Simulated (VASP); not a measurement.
## Sb: relaxation of cell and atoms with PBE

Crystal: Sb.

```
CELL_PARAMETERS angstrom
0.00000 2.39361 2.39361
2.39361 0.00000 2.39361
2.39361 2.39361 0.00000
ATOMIC_POSITIONS crystal
Sb 0.00000 0.00000 0.00000
```

This isn't the form of Sb at room conditions, which is rhombohedral.

- Program: VASP 6.6.1
- Task: relaxation of cell and atoms
- Functional: PBE
- Potentials or basis: VASP PAW PBE potentials, release 64 (Sb)
- Cutoff: 520 eV
- k mesh: 16 × 16 × 16
- Occupations: gaussian, width 0.1 eV
- Spin: no spin polarisation
- Further INCAR settings: ALGO = Normal; EDIFF = 1e-07; IBRION = 2; POTIM = 0.3; EDIFFG = -0.005; NSW = 60; ISIF = 3

| Property | Result |
| --- | --- |
| Pressure after relaxing | 0.0 GPa |
| Band gap on the k mesh | none (metal or under the smearing width) |

Final structure:
```
Sb
1.0
     0.00000    2.39361    2.39361
     2.39361    0.00000    2.39361
     2.39361    2.39361    0.00000
Sb
1
Direct
  0.00000 0.00000 0.00000
```

Levels at points of the mesh, in eV from the Fermi level:
| k point | band 1 | band 2 | band 3 | band 4 | band 5 |
| --- | --- | --- | --- | --- | --- |
| (0.00, 0.00, 0.00) | -12.76 | 5.21 | 5.21 | 5.21 | 9.92 |
| (0.50, 0.00, 0.00) | -9.11 | -5.67 | 3.57 | 3.57 | 8.08 |
| (0.50, 0.50, 0.00) | -7.54 | -4.80 | 0.40 | 0.40 | 4.16 |

Wall time 16 s on 1 thread of Intel(R) Xeon(R) Platinum 8488C (Sapphire Rapids) (shared host), peak memory 0.17 GiB.

Caveat: the relaxation stopped at its first step, so nothing moved. The run has no spin-orbit coupling, so splittings on Sb are missing.
